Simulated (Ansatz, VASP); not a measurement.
This is a calculation of KBr for VASP 6.6.1.

File INCAR:

```
SYSTEM = KBr
ALGO = Normal
EDIFF = 1E-7
ENCUT = 520
GGA = PS
ISIF = 2
ISMEAR = -1
ISPIN = 2
LASPH = .True.
LCHARG = .False.
LORBIT = 11
LREAL = .False.
LWAVE = .False.
MAGMOM = 0.5 0
NBANDS = 19
NELM = 150
PREC = Accurate
SIGMA = 0.05
```

KPOINTS

```
k-points
0
Gamma
  7 7 7
  0 0 0
```

The input POSCAR:

```
KBr
1.0
    0.0000000000      3.3434260326      3.3434260326
    3.3434260326      0.0000000000      3.3434260326
    3.3434260326      3.3434260326      0.0000000000
Br K
1 1
Direct
    0.5000000000      0.5000000000      0.5000000000
    0.0000000000      0.0000000000      0.0000000000
```

Potentials or basis: VASP PAW PBE potentials, release 64 (Br, K_sv).

The run is started by

```sh
$ cat potpaw_PBE.64/Br/POTCAR potpaw_PBE.64/K_sv/POTCAR > POTCAR
$ mpirun -np 1 vasp_std > vasp.out
```

Problem. Set up the same calculation for Ansatz 0.2.0. Potentials there: all-electron LAPW, point nuclei.

Solution. As run (the cutoff follows the program's own potentials):

File input.yaml:

```yaml
crystal:
  lattice:
    - [0.0, 3.3434260326, 3.3434260326]
    - [3.3434260326, 0.0, 3.3434260326]
    - [3.3434260326, 3.3434260326, 0.0]
  atoms:
    - { symbol: Br, position: [0.5, 0.5, 0.5], spin: 0.5 }
    - { symbol: K, position: [0.0, 0.0, 0.0] }
kpoints:
  mp_grid: { grid: [7, 7, 7] }
scf:
  occupations: { method: fermi_dirac, width: 0.05 }
hamiltonian:
  xc: pbesol
  pseudopotentials:
    kind: all_electron
    lapw: { basis_error: 0.0005 }
    nuclear_model: point
magnetization:
  spin_polarized: true
output:
  forces: true
  stress: true
  eigenvalues: true
```

Potentials or basis: all-electron LAPW, point nuclei.

The run is started by

```bash
$ ansatz run input.yaml --threads 1 --pin off --max-ram 2560MiB --backend cpu --events-out ev --progress --plain --runs-dir out
```

Both were run:

|  | VASP | Ansatz | Ansatz less VASP |
| --- | --- | --- | --- |
| gap on the k mesh at the Fermi level (eV) | 4.19 | 4.19 | +0.003 |
| least direct gap on the mesh (eV) | 4.19 | 4.19 | +0.003 |
| pressure (GPa) | -0.8 | -0.8 | -0.04 |
| net moment per atom (μB) | 0.00 | 0.00 | 0.000 |

Ansatz ran all-electron here, so the differences hold the error of VASP's frozen core and of both bases.

Caveats: an odd mesh through Γ misses points on the zone boundary, where band edges often lie; the PAW data sets were made with another functional, which shifts forces and pressure a little (VASP); the starting moments weren't kept (Ansatz).
